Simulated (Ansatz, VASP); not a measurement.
**TiC in VASP and in Ansatz**

INCAR

```
SYSTEM = TiC
PREC = Accurate ; ENCUT = 520
EDIFF = 1E-8 ; ISMEAR = -1
SIGMA = 0.03 ; LREAL = .False.
LASPH = .True. ; NELM = 80
ALGO = Normal ; ISIF = 2
LWAVE = .False. ; LCHARG = .False.
GGA = PE ; LEFG = .True.
NBANDS = 15
```

Contents of KPOINTS:

```
regular mesh
0
Gamma
  16 16 16
  0 0 0
```

File POSCAR:

```
TiC
1.0
    0.0000000000      2.1711894216      2.1711894216
    2.1711894216      0.0000000000      2.1711894216
    2.1711894216      2.1711894216      0.0000000000
Ti C
1 1
Direct
    0.0000000000      0.0000000000      0.0000000000
    0.5000000000      0.5000000000      0.5000000000
```

Input for Ansatz:

```yaml
crystal:
  lattice:
    - [0.0, 2.1711894216, 2.1711894216]
    - [2.1711894216, 0.0, 2.1711894216]
    - [2.1711894216, 2.1711894216, 0.0]
  atoms:
    - { symbol: Ti, position: [0.0, 0.0, 0.0] }
    - { symbol: C, position: [0.5, 0.5, 0.5] }
kpoints:
  mp_grid: { grid: [16, 16, 16] }
scf:
  occupations: { method: fermi_dirac, width: 0.03 }
hamiltonian:
  xc: pbe
  pseudopotentials: { kind: paw }
output:
  forces: true
  stress: true
  eigenvalues: true
  efg: { contact_densities: true }
```

Change from the starting cell: volume scaled by 1.01, PAW files.

Alike in both runs: task electric field gradients; functional PBE; k mesh 16 × 16 × 16; occupations fermi-dirac, width 0.03 eV; no spin polarisation.

|  | VASP | Ansatz |
| --- | --- | --- |
| version | VASP 6.6.1 | Ansatz 0.2.0 |
| potentials or method | VASP PAW PBE potentials, release 64 (Ti_sv, C) | PAW with Ansatz's default frozen-core files, scalar-relativistic |
| plane-wave cutoff (eV) | 520 | 420 |
| valence electrons in the cell | 16 | 16 |

Ansatz gave:

- pressure (GPa): -1.6
- Vzz of the field gradient on the site that differs most (V/Å²): 0.0

Task: Which values does VASP return?

Result: Pressure (GPa): -1.4; Vzz of the field gradient on the site that differs most (V/Å²): 0.0.

With one functional, cell and mesh, what is left measures potentials, basis and numerics.
